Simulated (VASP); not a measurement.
Write the native input for VASP 6.6.1 that does the following.

```yaml
Task: single point
Functional: PBE
Potentials_or_basis: VASP PAW PBE potentials, release 64 (Be)
Cutoff: 520 eV
k_mesh: 18 × 18 × 1
Occupations: gaussian, width 0.1 eV
Spin: no spin polarisation
Dipole_correction: yes
Further_INCAR_settings: ALGO = Normal; EDIFF = 1e-07; NBANDS = 9
```

The structure of Be lies in POSCAR:

```
Be
1.0
    3.6708244540      0.0000003713      0.0000000000
   -1.8354125486      3.1790270443      0.0000000000
    0.0000000000      0.0000000000     23.8000000000
Be
2
Direct
    0.3333333333      0.6666666667      0.2941176471
    0.6666666667      0.3333333333      0.2941176471
```

The cell was built by a generator and needn't be a form met in nature.

One way to write it, as run:

INCAR

```
ALGO = Normal
DIPOL = 0.5 0.5 0.294
EDIFF = 1E-7
ENCUT = 520
GGA = PE
IDIPOL = 3
ISIF = 2
ISMEAR = 0
LASPH = T
LCHARG = F
LDIPOL = T
LREAL = F
LWAVE = F
NBANDS = 9
NELM = 100
PREC = Accurate
SIGMA = 0.1
```

KPOINTS

```
k-points
0
Gamma
  18 18 1
```

Potentials or basis: VASP PAW PBE potentials, release 64 (Be).

Command:

```sh
$ cat potpaw_PBE.64/Be/POTCAR > POTCAR
$ mpirun -np 1 vasp_std > vasp.out
```

It gave:

```json
{
  "Band gap on the k mesh": "none (metal or under the smearing width)"
}
```

Run time: 70 s on 1 thread of Intel(R) Xeon(R) Platinum 8559C (Emerald Rapids), with other jobs on the host, peak memory 0.37 GiB.
